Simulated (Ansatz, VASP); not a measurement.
**BeS: VASP beside Ansatz**

The input INCAR:

```
PREC     = Accurate       # precision mode
ENCUT    = 600            # plane-wave cutoff, eV
EDIFF    = 1E-6           # SCF threshold, eV
ISMEAR   = 0              # smearing method
SIGMA    = 0.02           # smearing width, eV
LREAL    = F              # projectors in reciprocal space
LASPH    = T              # aspherical terms in the spheres
NELM     = 100            # most SCF steps
ALGO     = Normal         # electronic algorithm
ISIF     = 3              # what is computed and relaxed
LWAVE    = F              # write WAVECAR
LCHARG   = F              # write CHGCAR
GGA      = PE             # functional
IBRION   = 2              # ionic algorithm
NSW      = 100            # ionic steps
EDIFFG   = -0.01          # ionic threshold
```

File KPOINTS:

```
Automatic mesh
0
Gamma
  10 10 10
```

The input POSCAR:

```
BeS
1.0
    0.0000000000      2.3163279122      2.3163279122
    2.3163279122      0.0000000000      2.3163279122
    2.3163279122      2.3163279122      0.0000000000
Be S
1 1
Direct
    0.0000000000      0.0000000000      0.0000000000
    0.5000000000      0.5000000000      0.5000000000
```

Input for Ansatz:

```yaml
crystal:
  lattice:
    - [0.0, 2.3163279122, 2.3163279122]
    - [2.3163279122, 0.0, 2.3163279122]
    - [2.3163279122, 2.3163279122, 0.0]
  atoms:
    - { symbol: Be, position: [0.0, 0.0, 0.0] }
    - { symbol: S, position: [0.5, 0.5, 0.5] }
basis:
  ecutwfc: 420
kpoints:
  mp_grid: { grid: [10, 10, 10] }
hamiltonian:
  xc: pbe
scf:
  occupations: { method: gaussian, width: 0.02 }
output:
  forces: true
  stress: true
  eigenvalues: true
relax:
  adjacent_minimum: "off"
  f_tol: 0.01
  max_steps: 80
  cell: { stress_tol: 0.05 }
```

Change from the starting cell: species swapped into the TePb type (Fm-3m, No. 225).

Alike in both runs: task relaxation of cell and atoms; functional PBE; k mesh 10 × 10 × 10; occupations gaussian, width 0.02 eV; no spin polarisation.

|  | VASP | Ansatz |
| --- | --- | --- |
| version | VASP 6.6.1 | Ansatz 0.2.0 |
| potentials or method | VASP PAW PBE potentials, release 64 (Be, S) | scalar-relativistic, plane waves, PAW |
| plane-wave cutoff (eV) | 600 | 420 |
| valence electrons in the cell | 8 | 8 |

|  | VASP | Ansatz | Ansatz less VASP |
| --- | --- | --- | --- |
| gap on the k mesh at the Fermi level, each at its own relaxed structure (eV) | 1.03 | 1.03 | -0.007 |
| relaxed volume (Å³/atom) | 12.39 | 12.40 | +0.012 |
| relaxed cell length with the largest relative difference (Å) | 3.272 | 3.273 | +0.0010 |

A k mesh can miss the band edges.
